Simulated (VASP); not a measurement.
A run of VASP 6.6.1:

File INCAR:

```
PREC = Accurate
ENCUT = 600
EDIFF = 1E-6
ISMEAR = 0
SIGMA = 0.03
LREAL = F
LASPH = T
NELM = 80
ALGO = Normal
ISIF = 3
LWAVE = F
LCHARG = F
GGA = AM
IBRION = 2
NSW = 90
EDIFFG = -0.01
```

Contents of KPOINTS:

```
Automatic mesh
0
Gamma
  10 10 10
```

Contents of POSCAR:

```
SnTe
1.0
    0.0000000000      3.1508500000      3.1508500000
    3.1508500000      0.0000000000      3.1508500000
    3.1508500000      3.1508500000      0.0000000000
Sn Te
1 1
Direct
    0.0000000000      0.0000000000      0.0000000000
    0.5000000000      0.5000000000      0.5000000000
```

Potentials or basis: VASP PAW PBE potentials, release 64 (Sn_d, Te).

Run with:

```bash
$ cat potpaw_PBE.64/Sn_d/POTCAR potpaw_PBE.64/Te/POTCAR > POTCAR
$ mpirun -np 1 vasp_std > vasp.out
```

Hardware: 1 thread of Intel(R) Xeon(R) 6975P-C (Granite Rapids), with other jobs on the host.

**Question.** Estimate the wall time of this run.

**Answer.** Run time: 27 s on 1 thread of Intel(R) Xeon(R) 6975P-C (Granite Rapids), on a shared host, peak memory 0.23 GiB. Counts: scf iterations 12, k points 47, ion steps 1.
